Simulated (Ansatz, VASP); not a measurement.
NaH in VASP and in Ansatz

```
Na H
1.0
     0.00000    2.54391    2.54391
     2.54391    0.00000    2.54391
     2.54391    2.54391    0.00000
Na H
1 1
Direct
  0.00000 0.00000 0.00000
  0.25000 0.25000 0.25000
```

Alike in both runs: task single point; functional r2SCAN; k mesh 8 × 8 × 8; no spin polarisation.

```csv
,VASP,Ansatz
version,VASP 6.6.1,Ansatz 0.2.0
potentials or method,"VASP PAW PBE potentials, release 64 (Na_pv, H)","plane waves, PAW"
plane-wave cutoff (eV),520,500
occupations,"gaussian, width 0.01 eV",fixed
valence electrons in the cell,8,10
```

Ansatz gave:

| Property | Result |
| --- | --- |
| gap on the k mesh at the Fermi level (eV) | 4.10 |
| pressure (GPa) | 1.2 |

Q: Which values does VASP return?

A: gap on the k mesh at the Fermi level (eV): 4.11; pressure (GPa): 1.1.

The two sets of potentials don't hold the same shells in valence.

Caveats: the PAW data sets were made with another functional, which shifts forces and pressure a little (VASP). A k mesh can miss the band edges. r2SCAN opens gaps a little over a GGA but as a rule still falls short of measured ones.
